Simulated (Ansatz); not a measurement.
# Al: strain energy, fitted

Al, P6_3/mmc, a = 2.804 Å, c = 4.676 Å. This isn't the element's structure at ambient conditions. Ansatz: PBE+D3(BJ), PAW, 420 eV, Γ-centred 24×24×12 mesh on 2 atoms, Gaussian smearing 0.10 eV; no spin polarisation. Series: uniaxial strain along a, with b, c and atoms relaxed; x is the strain in per cent. y is the free energy over the unstrained cell, V0 = 15.919 Å³/atom.

```tsv
x (%)	y (meV/atom)
-3.0	?
-2.0	3.49
-1.0	1.01
0.0	0.00
1.0	0.24
2.0	1.57
3.0	3.41
```

Problem. Fit y = c2 x² + c3 x³ to the other rows, turn c2 into a modulus, and predict the missing energy.

Solution. Least squares on the rows shown. y = 0.6636 x² − 0.09932 x³. In eV per unit strain² c2 is 6.636; this is Young's modulus along the axis (E = ½ Y V0 ε²): 2 × 6.636 × 160.2 / (15.919) = 134 GPa. The unstrained cell keeps some stress along the strain, worth a slope of -0.32 meV/atom per %, which the form leaves out. With a term in x⁴ added, the coefficient of x² becomes 0.5511, 17 % less, which shows how far this figure hangs on the form. At x = -3.0 the fit asked for gives 8.65 meV/atom. The run gave 7.02 meV/atom, so the fit is 1.63 meV/atom too high, 23 % of the span of the series, against an rms of 0.23 meV/atom on the fitted rows. The row lies outside the fitted range. With a term in x⁴ added, a fit to the same known rows predicts 10.03 meV/atom, further off still.